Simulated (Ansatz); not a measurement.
Nudged elastic band run: Sr4HCl8, charge +1

The input (input.yaml):

```yaml
crystal:
  lattice:
    - [6.965, 0.0, 0.0]
    - [0.0, 6.965, 0.0]
    - [0.0, 0.0, 6.965]
  atoms:
    - { symbol: Sr, position: [-0.00567303, 0.04284697, -0.01521522] }
    - { symbol: Cl, position: [0.23927203, 0.26814343, 0.25902028] }
    - { symbol: Cl, position: [0.73833977, 0.76837312, 0.75992775] }
    - { symbol: Sr, position: [0.49390375, 0.50714907, -0.00241415] }
    - { symbol: Cl, position: [0.80043743, 0.76972205, 0.26026698] }
    - { symbol: Cl, position: [0.25255698, 0.26836482, 0.75875056] }
    - { symbol: Sr, position: [0.49471814, 0.02958758, 0.52017732] }
    - { symbol: Cl, position: [0.73966392, 0.26843523, 0.75882679] }
    - { symbol: Cl, position: [0.24783956, 0.76835356, 0.25899731] }
    - { symbol: Sr, position: [-0.00568426, 0.49432717, 0.53323133] }
    - { symbol: Cl, position: [0.23917422, 0.7685805, 0.75867881] }
    - { symbol: Cl, position: [0.73841008, 0.26935021, 0.25879214] }
    - { symbol: H, position: [0.02521091, -0.23050222, 0.2600092] }
total_charge: 1
basis:
  ecutwfc: 420.0
kpoints:
  mp_grid: { grid: [2, 2, 2] }
hamiltonian:
  xc: pbesol
scf:
  occupations: { method: gaussian, width: 0.05 }
  lower_state_search: "off"
  max_iter: 70
neb:
  images: 4
  f_tol: 0.05
  max_iterations: 50
  order_check: false
  climbing: false
  final_atoms:
    - { symbol: Sr, position: [-0.00709783, -0.03305286, 0.00670034] }
    - { symbol: Cl, position: [0.23689665, 0.24141327, 0.23260825] }
    - { symbol: Cl, position: [0.73608655, 0.73927135, 0.73209706] }
    - { symbol: Sr, position: [0.49227357, 0.50242334, -0.00720971] }
    - { symbol: Cl, position: [0.73837921, 0.74158561, 0.23193357] }
    - { symbol: Cl, position: [0.25278288, 0.24125434, 0.73187552] }
    - { symbol: Sr, position: [0.49391222, -0.01919717, 0.47122213] }
    - { symbol: Cl, position: [0.80516306, 0.2381913, 0.72865395] }
    - { symbol: Cl, position: [0.25189693, 0.74175533, 0.23231753] }
    - { symbol: Sr, position: [-0.00733802, 0.51621467, 0.45736045] }
    - { symbol: Cl, position: [0.23687608, 0.74193815, 0.73189076] }
    - { symbol: Cl, position: [0.73606729, 0.24166942, 0.22955666] }
    - { symbol: H, position: [0.03095103, 0.23884439, 0.72927777] }
```

Launched with:

```bash
$ ansatz run input.yaml --threads 2 --pin off --max-ram 5120MiB --backend cpu --events-out ev --progress --plain --runs-dir out
```

Output, in part (warnings, iteration lines):

```
NEB end point (image 0): max|allowed force component| = 6.854e-3 eV/Å (the criterion of neb.relax_end_points is 1.000e-2)
NEB end point (image 5): max|allowed force component| = 2.763e-2 eV/Å (the criterion of neb.relax_end_points is 1.000e-2)
NEB iter   1: max|band force component| = 1.214e0 eV/Å  barrier→ = 3.1000 eV  barrier← = 3.0997 eV  Δτ_max = 0.2000 Å  (54 SCF iters)
NEB iter   2: max|band force component| = 6.107e-1 eV/Å  barrier→ = 2.7752 eV  barrier← = 2.7749 eV  Δτ_max = 0.2000 Å  (30 SCF iters)
NEB iter   3: max|band force component| = 1.044e0 eV/Å  barrier→ = 2.4963 eV  barrier← = 2.4960 eV  Δτ_max = 0.1012 Å  (30 SCF iters)
NEB iter   4: max|band force component| = 1.253e0 eV/Å  barrier→ = 2.3298 eV  barrier← = 2.3295 eV  Δτ_max = 0.2000 Å  (26 SCF iters)
NEB iter   5: max|band force component| = 1.277e0 eV/Å  barrier→ = 1.9981 eV  barrier← = 1.9978 eV  Δτ_max = 0.2000 Å  (30 SCF iters)
NEB iter   6: max|band force component| = 9.117e-1 eV/Å  barrier→ = 1.6710 eV  barrier← = 1.6707 eV  Δτ_max = 0.2000 Å  (27 SCF iters)
NEB iter   7: max|band force component| = 4.248e-1 eV/Å  barrier→ = 1.3987 eV  barrier← = 1.3984 eV  Δτ_max = 0.1935 Å  (27 SCF iters)
NEB iter   8: max|band force component| = 3.854e-1 eV/Å  barrier→ = 1.2172 eV  barrier← = 1.2169 eV  Δτ_max = 0.1959 Å  (27 SCF iters)
NEB iter   9: max|band force component| = 4.180e-1 eV/Å  barrier→ = 1.0401 eV  barrier← = 1.0398 eV  Δτ_max = 0.0990 Å  (27 SCF iters)
NEB iter  10: max|band force component| = 5.545e-1 eV/Å  barrier→ = 0.8973 eV  barrier← = 0.8970 eV  Δτ_max = 0.1017 Å  (27 SCF iters)
NEB iter  11: max|band force component| = 4.751e-1 eV/Å  barrier→ = 0.7112 eV  barrier← = 0.7109 eV  Δτ_max = 0.2000 Å  (28 SCF iters)
NEB iter  12: max|band force component| = 2.221e0 eV/Å  barrier→ = 0.7021 eV  barrier← = 0.7018 eV  Δτ_max = 0.0999 Å  (30 SCF iters)
NEB iter  13: max|band force component| = 4.042e-1 eV/Å  barrier→ = 0.4353 eV  barrier← = 0.4350 eV  Δτ_max = 0.1985 Å  (28 SCF iters)
NEB iter  14: max|band force component| = 2.772e-1 eV/Å  barrier→ = 0.3180 eV  barrier← = 0.3177 eV  Δτ_max = 0.2000 Å  (28 SCF iters)
NEB iter  15: max|band force component| = 1.830e-1 eV/Å  barrier→ = 0.2790 eV  barrier← = 0.2787 eV  Δτ_max = 0.1416 Å  (28 SCF iters)
NEB iter  16: max|band force component| = 2.490e-1 eV/Å  barrier→ = 0.2762 eV  barrier← = 0.2759 eV  Δτ_max = 0.0711 Å  (26 SCF iters)
NEB iter  17: max|band force component| = 6.333e-2 eV/Å  barrier→ = 0.2646 eV  barrier← = 0.2643 eV  Δτ_max = 0.0834 Å  (24 SCF iters)
NEB iter  18: max|band force component| = 9.307e-2 eV/Å  barrier→ = 0.2567 eV  barrier← = 0.2564 eV  Δτ_max = 0.0419 Å  (23 SCF iters)
NEB iter  19: max|band force component| = 1.394e-1 eV/Å  barrier→ = 0.2532 eV  barrier← = 0.2530 eV  Δτ_max = 0.0210 Å  (22 SCF iters)
NEB iter  20: max|band force component| = 1.028e-1 eV/Å  barrier→ = 0.2513 eV  barrier← = 0.2510 eV  Δτ_max = 0.0209 Å  (22 SCF iters)
NEB iter  21: max|band force component| = 5.884e-2 eV/Å  barrier→ = 0.2481 eV  barrier← = 0.2478 eV  Δτ_max = 0.0421 Å  (20 SCF iters)
NEB iter  22: max|band force component| = 7.309e-2 eV/Å  barrier→ = 0.2415 eV  barrier← = 0.2412 eV  Δτ_max = 0.0421 Å  (24 SCF iters)
NEB iter  23: max|band force component| = 9.324e-2 eV/Å  barrier→ = 0.2430 eV  barrier← = 0.2427 eV  Δτ_max = 0.0210 Å  (24 SCF iters)
NEB iter  24: max|band force component| = 6.259e-2 eV/Å  barrier→ = 0.2414 eV  barrier← = 0.2411 eV  Δτ_max = 0.0210 Å  (24 SCF iters)
NEB iter  25: max|band force component| = 5.910e-2 eV/Å  barrier→ = 0.2387 eV  barrier← = 0.2384 eV  Δτ_max = 0.0422 Å  (24 SCF iters)
NEB iter  26: max|band force component| = 4.459e-2 eV/Å  barrier→ = 0.2326 eV  barrier← = 0.2323 eV  Δτ_max = 0.0000 Å  (24 SCF iters)
```

The run converged. No image climbed, so the highest image needn't sit at the top of the path. Limits of this set-up: charged cell in a uniform background, uncorrected.

Final band:

| image | path coordinate (Å) | energy (eV) |
| --- | --- | --- |
| 0 | 0.00 | 0.000 |
| 1 | 1.52 | 0.219 |
| 2 | 3.03 | 0.221 |
| 3 | 4.54 | 0.218 |
| 4 | 6.05 | 0.233 |
| 5 | 7.56 | 0.000 |

Run time: 3.1 min on 2 threads of Intel(R) Xeon(R) Platinum 8488C (Sapphire Rapids) (shared host), peak memory 1 GiB.
